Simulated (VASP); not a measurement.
# TePb (Fm-3m) in VASP: notebook

The runs below take TePb through single point, with LDA.

Everything below comes from runs of VASP 6.6.1. Logs are shortened: lines on timing, memory, paths and dates and some standing lists are left out, and cuts for length are marked.

**Measured values to compare with.**

A printed reference work, monograph reports, for a bulk crystal of TePb at 4.2 K: band gap 0.19 eV (direct).

The runs below are set against these values where they give the same quantity.

## Step 1: The cell of the first run

The structure is cubic, space group Fm-3m (No. 225). The conventional cell has a = 6.462 Å, b = 6.462 Å, c = 6.462 Å, α = 90.00°, β = 90.00°, γ = 90.00°. Te (site symmetry m-3m) has 6 Pb at 3.23 Å within 4.3 Å. Pb (site symmetry m-3m) has 6 Te at 3.23 Å within 4.3 Å.

## Step 2: Single point, LDA

INCAR reads:

```
SYSTEM = TePb
  PREC = Accurate
  ENCUT = 520
  EDIFF = 1E-7
  ISMEAR = -1
  SIGMA = 0.1
  LREAL = .False.
  LASPH = .True.
  NELM = 80
  ALGO = Normal
  ISIF = 2
  LWAVE = .False.
  LCHARG = .False.
  GGA = CA
  NBANDS = 17
```

KPOINTS reads:

```
Automatic mesh
0
Gamma
  6 6 6
  0 0 0
```

POSCAR reads:

```
TePb
1.0
    0.0000000000      3.2310000000      3.2310000000
    3.2310000000      0.0000000000      3.2310000000
    3.2310000000      3.2310000000      0.0000000000
Te Pb
1 1
Direct
    0.5000000000      0.5000000000      0.5000000000
    0.0000000000      0.0000000000      0.0000000000
```

Potentials or basis: VASP PAW LDA potentials, release 64 (Te, Pb_d).

The run is started by

```sh
$ cat potpaw_LDA.64/Te/POTCAR potpaw_LDA.64/Pb_d/POTCAR > POTCAR
$ mpirun -np 1 vasp_std > vasp.out
```

OUTCAR:

```text
SYSTEM = TePb
   PREC = Accurate
   ENCUT = 520
   EDIFF = 1E-7
   ISMEAR = -1
   LREAL = .False.
   LASPH = .True.
   NELM = 80
   ISIF = 2
   GGA = CA

 ion  position               nearest neighbor table
   1  0.500  0.500  0.500-   2 3.23   2 3.23   2 3.23   2 3.23   2 3.23   2 3.23
   2  0.000  0.000  0.000-   1 3.23   1 3.23   1 3.23   1 3.23   1 3.23   1 3.23

  LATTYP: Found a face centered cubic cell.
 ALAT       =     6.4620000000

  Lattice vectors:

 A1 = (   0.0000000000,   3.2310000000,   3.2310000000)
 A2 = (   3.2310000000,   0.0000000000,   3.2310000000)
 A3 = (   3.2310000000,   3.2310000000,   0.0000000000)

Analysis of symmetry for initial positions (statically):
=====================================================================
 Subroutine PRICEL returns:
 Original cell was already a primitive cell.

 Routine SETGRP: Setting up the symmetry group for a
 face centered cubic supercell.

 Subroutine GETGRP returns: Found 48 space group operations
 (whereof 48 operations were pure point group operations)
 out of a pool of 48 trial point group operations.

The static configuration has the point symmetry O_h .

Analysis of symmetry for dynamics (positions and initial velocities):
=====================================================================
 Subroutine PRICEL returns:
 Original cell was already a primitive cell.

 Routine SETGRP: Setting up the symmetry group for a
 face centered cubic supercell.

 Subroutine GETGRP returns: Found 48 space group operations
 (whereof 48 operations were pure point group operations)
 out of a pool of 48 trial point group operations.

The dynamic configuration has the point symmetry O_h .

 Subroutine INISYM returns: Found 48 space group operations
 (whereof 48 operations are pure point group operations),
 and found     1 'primitive' translations

----------------------------------------------------------------------------------------

                                     Primitive cell

  volume of cell :      67.4592

  direct lattice vectors                    reciprocal lattice vectors
     0.000000000  3.231000000  3.231000000    -0.154750851  0.154750851  0.154750851
     3.231000000  0.000000000  3.231000000     0.154750851 -0.154750851  0.154750851
     3.231000000  3.231000000  0.000000000     0.154750851  0.154750851 -0.154750851

  length of vectors
     4.569324020  4.569324020  4.569324020     0.268036337  0.268036337  0.268036337

  position of ions in fractional coordinates (direct lattice)
     0.500000000  0.500000000  0.500000000
     0.000000000  0.000000000  0.000000000

  ion indices of the primitive-cell ions
   primitive index   ion index
                 1           1
                 2           2

----------------------------------------------------------------------------------------

 KPOINTS: Automatic mesh

Automatic generation of k-mesh.
 Grid dimensions read from file:
 generate k-points for:    6    6    6

 Generating k-lattice:

  Cartesian coordinates                     Fractional coordinates (reciprocal lattice)
    -0.025791809  0.025791809  0.025791809     0.166666667  0.000000000  0.000000000
     0.025791809 -0.025791809  0.025791809     0.000000000  0.166666667  0.000000000
     0.025791809  0.025791809 -0.025791809     0.000000000  0.000000000  0.166666667

  Length of vectors
     0.044672723  0.044672723  0.044672723

  Shift w.r.t. Gamma in fractional coordinates (k-lattice)
     0.000000000  0.000000000  0.000000000

 Subroutine IBZKPT returns following result:
 ===========================================

 Found     16 irreducible k-points:

 Following reciprocal coordinates:
            Coordinates               Weight
  0.000000  0.000000  0.000000      1.000000
  0.166667  0.000000  0.000000      8.000000
  0.333333  0.000000  0.000000      8.000000
  0.500000  0.000000  0.000000      4.000000
  0.166667  0.166667  0.000000      6.000000
  0.333333  0.166667  0.000000     24.000000
[... 8 lines left out ...]
 -0.333333  0.333333  0.166667     24.000000
 -0.333333  0.500000  0.166667     12.000000
   k-points           NKPTS =     16   k-points in BZ     NKDIM =     16   number of bands    NBANDS=     17
   number of dos      NEDOS =    301   number of ions     NIONS =      2
   total plane-waves  NPLWV =  46656
   dimension x,y,z NGX =    36 NGY =   36 NGZ =   36
   dimension x,y,z NGXF=    72 NGYF=   72 NGZF=   72
   ions per type =               1   1
   NGX,Y,Z   is equivalent  to a cutoff of  13.10, 13.10, 13.10 a.u.
   NGXF,Y,Z  is equivalent  to a cutoff of  26.20, 26.20, 26.20 a.u.
 SYSTEM =  TePb
   PREC   = accura    normal or accurate (medium, high low for compatibility)
   ISTART =      0    job   : 0-new  1-cont  2-samecut
   ICHARG =      2    charge: 1-file 2-atom 10-const
   ISPIN  =      1    spin polarized calculation?
   LNONCOLLINEAR =      F non collinear calculations
   LSORBIT =      F    spin-orbit coupling
   LASPH  =      T    aspherical Exc in radial PAW
   ENCUT  =  520.0 eV  38.22 Ry    6.18 a.u.   8.50  8.50  8.50*2*pi/ulx,y,z
   NELM   =     80;   NELMIN=  2; NELMDL= -5     # of ELM steps
   EDIFF  = 0.1E-06   stopping-criterion for ELM
   LREAL  =      F    real-space projection
   EDIFFG = 0.1E-05   stopping-criterion for IOM
   NSW    =      0    number of steps for IOM
   IBRION =     -1    ionic relax: 0-MD 1-quasi-New 2-CG
   NFREE  =      0    steps in history (QN), initial steepest desc. (CG)
   ISIF   =      2    stress and relaxation
   ISYM   =      2    0-nonsym 1-usesym 2-fastsym
   POTIM  = 0.5000    time-step for ionic-motion
   TEBEG  =    0.0;   TEEND  =   0.0 temperature during run
   PSTRESS=    0.0 pullay stress
   NELECT =      20.0000    total number of electrons
   NUPDOWN=      -1.0000    fix difference up-down
   EMIN   =  10.00;   EMAX   =-10.00  energy-range for DOS
   EFERMI =   0.00;   METHOD = LEGACY
   ISMEAR =    -1;   SIGMA  =   0.10  broadening in eV -4-tet -1-fermi 0-gaus
   EFERMI_NEDOS =   21; number of points for ismear=-14 and -15
   IALGO  =     38    algorithm
   IMIX   =      4    mixing-type and parameters
     AMIX     =   0.40;   BMIX     =  1.00
     AMIX_MAG =   1.60;   BMIX_MAG =  1.00
  volume/ion in A,a.u.               =      33.73       227.62
  Fermi-wavevector in a.u.,A,eV,Ry     =   1.091619  2.062861 16.213147  1.191633
  Thomas-Fermi vector in A             =   2.227868
   LORBIT       =      0    0 simple, 1 ext, 2 COOP (PROOUT), +10 PAW based schemes
   GGA     = CA    functional components
   LHFCALC =     F    Hartree Fock is set to
   AEXX    =    0.0000 exact exchange contribution
   IVDW    =     0    specifies the selected vdW correction
   LEPSILON=     F    determine dielectric tensor
   LRPA    =     F    only Hartree local field effects (RPA)
 non-spin polarized calculation
  energy-cutoff  :      520.00
  volume of cell :       67.46
 maximum number of plane-waves:      1853
 NGX is ok and might be reduce to    36
   NGX = 17   NGY = 17   NGZ = 17

 number of electron      20.0000003 magnetization

 Free energy of the ion-electron system (eV)
  ---------------------------------------------------
  ext. energy  EPLUGINS =         0.00000000
  ---------------------------------------------------
  free energy    TOTEN  =        -8.76409380 eV

  energy without entropy =       -8.76225663  energy(sigma->0) =       -8.76317522

 E-fermi :   5.7548     XC(G=0):  -9.5751

 val. band max:        5.4110385900   @ k =   0.5000   0.0000   0.0000
 cond. band min:       6.0472828813   @ k =   0.5000   0.0000   0.0000
 fundamental gap:      0.6362442913
 Fermi energy:         5.7547746671

 k-point     1 :       0.0000    0.0000    0.0000
  band No.  band energies     occupation
      1     -11.2560      2.00000
      2     -11.2560      2.00000
      3     -11.2421      2.00000
      4     -11.2421      2.00000
      5     -11.2421      2.00000
      6      -6.6411      2.00000
[... 9 lines left out ...]
     16      11.1944      0.00000
     17      12.6837      0.00000

 k-point     2 :       0.1667    0.0000    0.0000
  band No.  band energies     occupation
      1     -11.2592      2.00000
      2     -11.2592      2.00000
      3     -11.2414      2.00000
      4     -11.2383      2.00000
      5     -11.2383      2.00000
      6      -6.4049      2.00000
[... 9 lines left out ...]
     16      11.6987      0.00000
     17      14.3375      0.00000

 k-point     3 :       0.3333    0.0000    0.0000
  band No.  band energies     occupation
      1     -11.2668      2.00000
      2     -11.2668      2.00000
      3     -11.2403      2.00000
      4     -11.2294      2.00000
      5     -11.2294      2.00000
      6      -5.7599      2.00000
[... 9 lines left out ...]
     16      13.0520      0.00000
     17      16.3188      0.00000

 k-point     4 :       0.5000    0.0000    0.0000
  band No.  band energies     occupation
      1     -11.2708      2.00000
      2     -11.2708      2.00000
      3     -11.2398      2.00000
      4     -11.2247      2.00000
      5     -11.2247      2.00000
      6      -5.2069      2.00000
[... 9 lines left out ...]
     16      14.6354      0.00000
     17      14.6354      0.00000
[... 183 lines left out ...]
      1     -11.2899      2.00000
      2     -11.2576      2.00000
      3     -11.2420      2.00000
      4     -11.2266      2.00000
      5     -11.2228      2.00000
      6      -5.2918      2.00000
[... 9 lines left out ...]
     16      14.4375      0.00000
     17      14.9414      0.00000

 k-point    15 :      -0.3333    0.3333    0.1667
  band No.  band energies     occupation
      1     -11.2932      2.00000
      2     -11.2606      2.00000
      3     -11.2349      2.00000
      4     -11.2324      2.00000
      5     -11.2191      2.00000
      6      -4.9115      2.00000
[... 9 lines left out ...]
     16      15.6376      0.00000
     17      15.7995      0.00000

 k-point    16 :      -0.3333    0.5000    0.1667
  band No.  band energies     occupation
      1     -11.3065      2.00000
      2     -11.2534      2.00000
      3     -11.2436      2.00000
      4     -11.2252      2.00000
      5     -11.2155      2.00000
      6      -4.8454      2.00000
[... 9 lines left out ...]
     16      16.1023      0.00000
     17      16.9108      0.00000

------------------------ aborting loop because EDIFF is reached ----------------------------------------

  FORCE on cell =-STRESS in cart. coord.  units (eV):
  Direction    XX          YY          ZZ          XY          YZ          ZX
  --------------------------------------------------------------------------------------
  -------------------------------------------------------------------------------------
  Total       -0.6941469     -0.6941469     -0.6941469      0.0000000      0.0000000     -0.0000000
  in kB      -16.4862195    -16.4862195    -16.4862195      0.0000000      0.0000000     -0.0000000
  external PRESSURE =     -16.4862195 kB  Pullay stress =       0.0000000 kB

 VOLUME and BASIS-vectors are now :
 -----------------------------------------------------------------------------
  energy-cutoff  :      520.00
  volume of cell :       67.46
      direct lattice vectors                 reciprocal lattice vectors
     0.000000000  3.231000000  3.231000000    -0.154750851  0.154750851  0.154750851
     3.231000000  0.000000000  3.231000000     0.154750851 -0.154750851  0.154750851
     3.231000000  3.231000000  0.000000000     0.154750851  0.154750851 -0.154750851

 POSITION                                       TOTAL-FORCE (eV/Angst)
 -----------------------------------------------------------------------------------
      3.23100      3.23100      3.23100         0.000000      0.000000     -0.000000
      0.00000      0.00000      0.00000         0.000000      0.000000      0.000000
 -----------------------------------------------------------------------------------
    total drift:                               -0.000000      0.000000      0.000000

  FREE ENERGIE OF THE ION-ELECTRON SYSTEM (eV)
  ---------------------------------------------------
  free  energy   TOTEN  =        -8.7640937993 eV

  energy  without entropy=       -8.7622566343  energy(sigma->0) =       -8.76317522
```

It took 17 s on 1 thread of AMD EPYC 9R45 (Zen 5), shared host; peak memory 0.14 GiB.

What came out:

| Property | Result |
| --- | --- |
| Free energy | -8.7641 eV |
| Pressure | -1.6 GPa |
| Band gap on the k mesh | 0.64 eV, direct |

Levels at points of the mesh, in eV from the valence-band top:
| k point | band 7 | band 8 | band 9 | band 10 | band 11 | band 12 | band 13 | band 14 |
| --- | --- | --- | --- | --- | --- | --- | --- | --- |
| (0.00, 0.00, 0.00) | -5.67 | -1.34 | -1.34 | -1.34 | 3.99 | 3.99 | 3.99 | 5.78 |
| (0.50, 0.00, 0.00) | -8.63 | -0.87 | -0.87 | 0.00 | 0.64 | 1.21 | 1.21 | 8.30 |
| (0.50, 0.50, 0.00) | -7.35 | -4.52 | -2.81 | -2.81 | 3.25 | 5.39 | 5.39 | 6.61 |

Caveat: spin-orbit coupling is left out, which moves the levels of the heavy elements.

## Step 3: Single point, LDA, non-collinear spin, zero start, spin-orbit coupling

INCAR reads:

```
SYSTEM = TePb
PREC     = Accurate       ! precision mode
ENCUT    = 520            ! plane-wave cutoff, eV
EDIFF    = 1E-6           ! SCF threshold, eV
ISMEAR   = -1             ! smearing method
SIGMA    = 0.1            ! smearing width, eV
LREAL    = .False.        ! projectors in reciprocal space
LASPH    = .True.         ! aspherical terms in the spheres
NELM     = 150            ! most SCF steps
ALGO     = Normal         ! electronic algorithm
ISIF     = 2              ! what is computed and relaxed
LWAVE    = .False.        ! write WAVECAR
LCHARG   = .False.        ! write CHGCAR
MAGMOM   = 0 0 0 0 0 0    ! initial moments
LORBIT   = 11             ! projections on sites
LSORBIT  = .True.         ! spin-orbit coupling
GGA_COMPAT= .False.      
LORBMOM  = .True.       
NBANDS   = 32             ! bands
```

KPOINTS reads:

```
regular mesh
0
Gamma
  6 6 6
  0 0 0
```

POSCAR is that of step 2.

Potentials or basis: VASP PAW LDA potentials, release 64 (Te, Pb_d).

The run is started by

```sh
$ cat potpaw_LDA.64/Te/POTCAR potpaw_LDA.64/Pb_d/POTCAR > POTCAR
$ mpirun -np 1 vasp_ncl > vasp.out
```

Run time: 73 s. Hardware: 1 thread of AMD EPYC 9R45 (Zen 5), shared host; peak memory 0.28 GiB.

Results (log left out):

```yaml
Free_energy: -9.3170 eV
Pressure: -1.8 GPa
Net_moment: 0.00 μB per cell
Valence_electrons_inside_the_program's_atomic_spheres: Te 3.38; Pb 11.90
```

Moments on the atoms (μB; x, y, z):
```
Te  0.00 0.00 0.00
Pb  0.00 0.00 0.00
```

## Step 4: How close it comes

Step 2. Against the measured gap of TePb, 0.19 eV (direct; 4.2 K; a printed reference work, monograph), the calculated 0.64 eV is off by +0.45 eV. Spin-orbit coupling on Pb, Te is left out. The value is that of LDA on a finite k mesh, which can miss the band edges, without temperature or zero-point motion.
